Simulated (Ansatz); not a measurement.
# PbS: stress in a strained cell

Aim: deform PbS (equal xx and yy strain of -2 %) and compute stress, forces and field gradients with LAPW, PAW and all-electron datasets made for the crystal.

Program: Ansatz 0.2.0. Level of theory: DFT PBEsol, scalar-relativistic. These are calculated values, not measurements.

### Step 1. Starting point

Symmetry: C2/m, No. 12, monoclinic system. Conventional cell: a = 5.881 Å, b = 5.800 Å, c = 11.759 Å, α = 90.00°, β = 95.27°, γ = 90.00°. Around Pb (site symmetry m) lie 5 S at 2.75 to 2.98 Å. S (site symmetry m) is surrounded by 5 Pb at 2.75 to 2.98 Å.

Structure file:

```
CELL_PARAMETERS angstrom
2.94050 -2.90000 0.00000
2.94050 2.90000 0.00000
-1.08005 0.00000 11.70929
ATOMIC_POSITIONS crystal
Pb 0.77560 0.77560 0.63638
Pb 0.22440 0.22440 0.36362
S 0.26840 0.26840 0.59860
S 0.73160 0.73160 0.40140
```

Atoms are numbered in the order of the input: Pb1, Pb2, S3, S4.

### Step 2. After the deformation

Space group C2/m before, C2/m after.

### Step 3. Full-potential LAPW

Input file input.yaml:

```yaml
crystal:
  lattice:
    - [2.88169, -2.842, 0.0]
    - [2.88169, 2.842, 0.0]
    - [-1.058449, 0.0, 11.70929]
  atoms:
    - { symbol: Pb, position: [0.7756, 0.7756, 0.63638] }
    - { symbol: Pb, position: [0.2244, 0.2244, 0.36362] }
    - { symbol: S, position: [0.2684, 0.2684, 0.5986] }
    - { symbol: S, position: [0.7316, 0.7316, 0.4014] }
kpoints:
  mp_grid: { grid: [7, 7, 3] }
  band_path:
    path:
      - [0.0, 0.0, 0.0]
      - [-0.4951477245, 0.4951477245, 0.0]
      - [-0.5048522755, -0.4951477245, 0.0]
      - [-0.5, -0.5, 0.0]
      - [0.0, 0.0, 0.0]
      - [-0.5, -0.5, 0.5]
      - [-0.5156710907, -0.4843289093, 0.5]
      - [-0.4843289093, 0.4843289093, 0.5]
      - [0.0, 0.0, 0.5]
    npoints: 5
scf:
  occupations: { method: fermi_dirac, width: 0.01 }
hamiltonian:
  xc: pbesol
  pseudopotentials: { kind: all_electron, lapw: { basis_error: 0.0005 } }
output:
  forces: true
  stress: true
  eigenvalues: true
```

Started as:

```bash
$ ansatz run input.yaml --threads 1 --pin off --max-ram 6144MiB --backend cpu --events-out ev --progress --plain --runs-dir out
```

### Step 4. PAW on the default files

Input file input.yaml:

```yaml
crystal:
  lattice:
    - [2.88169, -2.842, 0.0]
    - [2.88169, 2.842, 0.0]
    - [-1.058449, 0.0, 11.70929]
  atoms:
    - { symbol: Pb, position: [0.7756, 0.7756, 0.63638] }
    - { symbol: Pb, position: [0.2244, 0.2244, 0.36362] }
    - { symbol: S, position: [0.2684, 0.2684, 0.5986] }
    - { symbol: S, position: [0.7316, 0.7316, 0.4014] }
kpoints:
  mp_grid: { grid: [7, 7, 3] }
scf:
  occupations: { method: fermi_dirac, width: 0.01 }
hamiltonian:
  xc: pbesol
  pseudopotentials: { kind: paw }
output:
  forces: true
  stress: true
  eigenvalues: true
  efg: { contact_densities: true }
```

### Step 5. Datasets made for this crystal

Edit input.yaml of step 4 so:

```diff
@@ -16,3 +16,3 @@
   xc: pbesol
-  pseudopotentials: { kind: paw }
+  pseudopotentials: { kind: all_electron, datasets: crystal }
 output:
```

(Steps that only read results are left out.)

Q: Predict the outcome of this session. Wanted: pressure; largest shear or deviatoric stress.

The runs gave:

| quantity | value |
| --- | --- |
| pressure | LAPW 0.23, PAW 0.22, crystal datasets 0.23 GPa |
| largest shear or deviatoric stress (LAPW) | 1.89 GPa |

**Reading.** The largest part of the stress beyond the pressure is 1.89 GPa in size, in the zz component; the atoms are carried along and not relaxed. No run of the undeformed cell stands beside it, so the pressure holds what the given cell had before the change. PAW: stress within 0.01 GPa of LAPW, forces within 1 meV/Å. Crystal datasets: stress within 0.01 GPa of LAPW, forces within 1 meV/Å. Spin-orbit coupling is left out, though the cell holds Pb; in elements this heavy it can shift bands and gaps by tenths of an eV.

These are semilocal Kohn-Sham gaps, which aren't the measured quantity. Such gaps usually fall short of the measured ones; spin-orbit coupling, left out here, narrows gaps with Pb, so the two errors partly cancel.
